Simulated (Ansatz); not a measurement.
**Cs: relaxation of cell and atoms**

Method: DFT, PBE, PAW with Ansatz's default frozen-core files, scalar-relativistic (Ansatz 0.2.0).

Command: `ansatz run input.yaml --threads 1 --pin off --max-ram 2048MiB --backend cpu --events-out ev --progress --plain --runs-dir out` The run took 2.5 min on 1 thread of Intel(R) Xeon(R) Platinum 8259CL CPU @ 2.50GHz (Skylake/Cascade Lake), with other jobs on the host, peak memory 0.93 GiB.

```yaml
crystal:
  lattice:
    - [0.0, 3.2195088072, 3.2195088072]
    - [3.2195088072, 0.0, 3.2195088072]
    - [3.2195088072, 3.2195088072, 0.0]
  atoms:
    - { symbol: Cs, position: [0.0, 0.0, 0.0] }
    - { symbol: Cs, position: [0.25, 0.25, 0.25] }
kpoints:
  mp_grid: { grid: [11, 11, 11] }
scf:
  occupations: { method: fermi_dirac, width: 0.05 }
hamiltonian:
  xc: pbe
  pseudopotentials: { kind: paw }
output:
  forces: true
  stress: true
relax:
  f_tol: 0.005
  max_steps: 80
  cell: {}
```

Spin–orbit coupling is left out, though it moves levels of the heavy atoms by tenths of an eV or more.

The cell is built from the diamond type as a first guess.

The cutoff is 420 eV; energies and pressures of the walk include the program's estimate of the Pulay term.

Each frame lists the cell vectors (Å), then Cartesian positions (Å); symmetry keeps all forces zero. Free energies count from the first step, -11335.1157 eV.

The walk took 22 evaluations in all; steps that aren't listed are left out.

Step 1: E = 0.0 meV, P = 37.15 GPa

```
cell 0.0000 3.2195 3.2195 3.2195 0.0000 3.2195 3.2195 3.2195 0.0000
Cs    0.0000    0.0000    0.0000
Cs    1.6098    1.6098    1.6098
```

Step 2: E = -1858.5 meV, P = 22.44 GPa

```
cell 0.0000 3.3765 3.3765 3.3765 0.0000 3.3765 3.3765 3.3765 0.0000
Cs    0.0000    0.0000    0.0000
Cs    1.6882    1.6882    1.6882
```

Step 3: E = -3089.2 meV, P = 13.54 GPa

```
cell 0.0000 3.5334 3.5334 3.5334 0.0000 3.5334 3.5334 3.5334 0.0000
Cs    0.0000    0.0000    0.0000
Cs    1.7667    1.7667    1.7667
```

Step 4: E = -3914.9 meV, P = 8.19 GPa

```
cell 0.0000 3.6927 3.6927 3.6927 0.0000 3.6927 3.6927 3.6927 0.0000
Cs    0.0000    0.0000    0.0000
Cs    1.8463    1.8463    1.8463
```

Step 5: E = -4462.9 meV, P = 4.90 GPa

```
cell 0.0000 3.8537 3.8537 3.8537 0.0000 3.8537 3.8537 3.8537 0.0000
Cs    0.0000    0.0000    0.0000
Cs    1.9268    1.9268    1.9268
```

Step 6: E = -4817.6 meV, P = 2.89 GPa

```
cell 0.0000 4.0146 4.0146 4.0146 0.0000 4.0146 4.0146 4.0146 0.0000
Cs    0.0000    0.0000    0.0000
Cs    2.0073    2.0073    2.0073
```

Step 7: E = -5040.5 meV, P = 1.63 GPa

```
cell 0.0000 4.1756 4.1756 4.1756 0.0000 4.1756 4.1756 4.1756 0.0000
Cs    0.0000    0.0000    0.0000
Cs    2.0878    2.0878    2.0878
```

Step 8: E = -5170.5 meV, P = 0.82 GPa

```
cell 0.0000 4.3366 4.3366 4.3366 0.0000 4.3366 4.3366 4.3366 0.0000
Cs    0.0000    0.0000    0.0000
Cs    2.1683    2.1683    2.1683
```

Step 9: E = -5230.0 meV, P = 0.23 GPa

```
cell 0.0000 4.4976 4.4976 4.4976 0.0000 4.4976 4.4976 4.4976 0.0000
Cs    0.0000    0.0000    0.0000
Cs    2.2488    2.2488    2.2488
```

Step 10: E = -5236.4 meV, P = -0.01 GPa

```
cell 0.0000 4.5737 4.5737 4.5737 0.0000 4.5737 4.5737 4.5737 0.0000
Cs    0.0000    0.0000    0.0000
Cs    2.2869    2.2869    2.2869
```

Step 11: E = -5516.2 meV, P = 0.95 GPa (the cell of the step before, solved again on a basis chosen afresh, hence the jump)

Step 12: E = -5625.6 meV, P = 0.74 GPa

```
cell 0.0000 4.7347 4.7347 4.7347 0.0000 4.7347 4.7347 4.7347 0.0000
Cs    0.0000    0.0000    0.0000
Cs    2.3674    2.3674    2.3674
```

Step 13: E = -5713.6 meV, P = 0.56 GPa

```
cell 0.0000 4.8917 4.8917 4.8917 0.0000 4.8917 4.8917 4.8917 0.0000
Cs    0.0000    0.0000    0.0000
Cs    2.4458    2.4458    2.4458
```

Step 14: E = -5785.6 meV, P = 0.41 GPa

```
cell 0.0000 5.0526 5.0526 5.0526 0.0000 5.0526 5.0526 5.0526 0.0000
Cs    0.0000    0.0000    0.0000
Cs    2.5263    2.5263    2.5263
```

Step 15: E = -5837.6 meV, P = 0.27 GPa

```
cell 0.0000 5.2096 5.2096 5.2096 0.0000 5.2096 5.2096 5.2096 0.0000
Cs    0.0000    0.0000    0.0000
Cs    2.6048    2.6048    2.6048
```

Step 16: E = -5871.1 meV, P = 0.14 GPa

```
cell 0.0000 5.3706 5.3706 5.3706 0.0000 5.3706 5.3706 5.3706 0.0000
Cs    0.0000    0.0000    0.0000
Cs    2.6853    2.6853    2.6853
```

Step 17: E = -5884.4 meV, P = 0.02 GPa

```
cell 0.0000 5.5275 5.5275 5.5275 0.0000 5.5275 5.5275 5.5275 0.0000
Cs    0.0000    0.0000    0.0000
Cs    2.7638    2.7638    2.7638
```

Step 18: E = -5884.8 meV, P = 0.00 GPa

```
cell 0.0000 5.5590 5.5590 5.5590 0.0000 5.5590 5.5590 5.5590 0.0000
Cs    0.0000    0.0000    0.0000
Cs    2.7795    2.7795    2.7795
```

Step 19: E = -5908.3 meV, P = 0.08 GPa (the cell of the step before, solved again on a basis chosen afresh, hence the jump)

Step 20: E = -5915.0 meV, P = 0.03 GPa

```
cell 0.0000 5.6729 5.6729 5.6729 0.0000 5.6729 5.6729 5.6729 0.0000
Cs    0.0000    0.0000    0.0000
Cs    2.8365    2.8365    2.8365
```

Q: How does the relaxation end?

A: It converges, with a = 11.467 Å, b = 11.467 Å, c = 11.467 Å, α = 90.00°, β = 90.00°, γ = 90.00° (conventional cell, space group Fd-3m). The last solve (on a basis chosen afresh for the final cell, so its energy is not quite comparable) gives E = -5916.0 meV, P = 0.00 GPa:
```
cell 0.0000 5.7337 5.7337 5.7337 0.0000 5.7337 5.7337 5.7337 0.0000
Cs    0.0000    0.0000    0.0000
Cs    2.8669    2.8669    2.8669
```
